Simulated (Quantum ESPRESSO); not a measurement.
TiB2:

```
CELL_PARAMETERS angstrom
3.02920 0.00000 0.00000
-1.51460 2.62336 0.00000
0.00000 0.00000 3.22840
ATOMIC_POSITIONS crystal
Ti 0.00000 0.00000 0.00000
B 0.66667 0.33333 0.50000
B 0.33333 0.66667 0.50000
```

```yaml
Program: Quantum ESPRESSO 7.5
Task: single point
Functional: PBEsol
Potentials_or_basis: GBRV 1.5 PBEsol
Cutoff: 612 eV
Density_cutoff: 4898 eV
k_mesh: 10 × 10 × 8
Occupations: fermi-dirac, width 0.05 eV
Spin: no spin polarisation
```

On this cell: pressure -4.9 GPa; largest force under 0.003 eV/Å; band gap on the k mesh none (metal or under the smearing width).

The same run follows on a disturbed copy (atoms moved at random, drawn with an rms of 0.05 Å):

```
CELL_PARAMETERS angstrom
3.02920 0.00000 0.00000
-1.51460 2.62336 0.00000
0.00000 0.00000 3.22840
ATOMIC_POSITIONS crystal
Ti 0.99663 0.98608 0.98473
B 0.65640 0.31348 0.50274
B 0.33149 0.66649 0.49409
```

Problem. What changes?

Solution. The energy (extrapolated to zero smearing) moves by +13.1 meV/atom; pressure -4.3 GPa; largest force 0.948 eV/Å; band gap on the k mesh none (metal or under the smearing width).

Forces in eV/Å, atoms in the order of the input:
```
Ti  -0.204  0.138  0.617
B    0.045  0.783 -0.462
B    0.159 -0.922 -0.156
```

Stress tensor (GPa, compression positive):
```
-4.78  0.06 -0.16
 0.06 -1.90  0.09
-0.16  0.09 -6.20
```
